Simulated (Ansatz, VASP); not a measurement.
# C in VASP and in Ansatz

POSCAR

```
C
1.0
    0.0000000000      1.7621593182      1.7621593182
    1.7621593182      0.0000000000      1.7621593182
    1.7621593182      1.7621593182      0.0000000000
C
2
Direct
    0.0000000000      0.0000000000      0.0000000000
    0.2500000000      0.2500000000      0.2500000000
```

Contents of INCAR.step1:

```
ALGO = Normal
EDIFF = 1E-4
ENCUT = 520
GGA = PE
ISMEAR = 0
LASPH = T
LCHARG = F
LREAL = F
LWAVE = T
NBANDS = 11
NELM = 80
PREC = Accurate
SIGMA = 0.02
```

File INCAR.step2:

```
ALGO = Normal
EDIFF = 1E-6
ENCUT = 520
ISIF = 2
ISMEAR = 0
ISTART = 1
LASPH = T
LCHARG = T
LELF = T
LMIXTAU = T
LREAL = F
LVHAR = T
LWAVE = F
METAGGA = R2SCAN
NBANDS = 11
NELM = 80
PREC = Accurate
SIGMA = 0.02
```

KPOINTS

```
k-points
0
Gamma
  12 12 12
```

Input for Ansatz:

```yaml
crystal:
  lattice:
    - [0.0, 1.7621593182, 1.7621593182]
    - [1.7621593182, 0.0, 1.7621593182]
    - [1.7621593182, 1.7621593182, 0.0]
  atoms:
    - { symbol: C, position: [0.0, 0.0, 0.0] }
    - { symbol: C, position: [0.25, 0.25, 0.25] }
basis:
  ecutwfc: 500
kpoints:
  mp_grid: { grid: [12, 12, 12] }
hamiltonian:
  xc: r2scan
scf:
  occupations: { method: gaussian, width: 0.02 }
output:
  forces: true
  stress: true
  eigenvalues: true
```

Alike in both runs: task single point; functional r2SCAN; k mesh 12 × 12 × 12; occupations gaussian, width 0.02 eV; no spin polarisation.

|  | VASP | Ansatz |
| --- | --- | --- |
| version | VASP 6.6.1 | Ansatz 0.2.0 |
| potentials or method | VASP PAW PBE potentials, release 64 (C) | scalar-relativistic, plane waves, PAW |
| plane-wave cutoff (eV) | 520 | 500 |
| valence electrons in the cell | 8 | 8 |

|  | VASP | Ansatz | Ansatz less VASP |
| --- | --- | --- | --- |
| gap on the k mesh at the Fermi level (eV) | 4.43 | 4.46 | +0.032 |
| least direct gap on the mesh (eV) | 5.93 | 5.98 | +0.047 |
| pressure (GPa) | 15.8 | 14.5 | -1.25 |

With one functional, cell and mesh, what is left measures potentials, basis and numerics.

Caveats: so large a pressure means that the cell lies far from this level's equilibrium, or that cutoff or potentials fall short (VASP); the potentials were made for another functional, which shifts forces and pressure (VASP).
